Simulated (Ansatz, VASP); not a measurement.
**One calculation of InP, two programs**

```xyz
2
Lattice="0.0000 2.9538 2.9390 2.9538 0.0000 2.9390 2.9538 2.9538 0.0000" Properties=species:S:1:pos:R:3 pbc="T T T"
In    0.0000    0.0000    0.0000
P     1.4769    1.4769    1.4695
```

Change from the starting cell: uniaxial_z strain -0.5%.

Alike in both runs: task single point; functional r2SCAN; k mesh 8 × 8 × 8; no spin polarisation.

```csv
,VASP,Ansatz
version,VASP 6.6.1,Ansatz 0.2.0
potentials or method,"VASP PAW PBE potentials, release 64 (In_d, P)","plane waves, PAW"
plane-wave cutoff (eV),520,500
occupations,"gaussian, width 0.01 eV",fixed
valence electrons in the cell,18,18
```

```tsv
	VASP	Ansatz	Ansatz less VASP
gap on the k mesh at the Fermi level (eV)	1.04	1.04	-0.004
pressure (GPa)	0.2	0.3	+0.10
largest component of the traceless stress (GPa)	0.15	0.15	-0.001
```

Caveats: the PAW data sets were made with another functional, which shifts forces and pressure a little (VASP); spin-orbit coupling is left out, which moves the levels of the heavy elements.
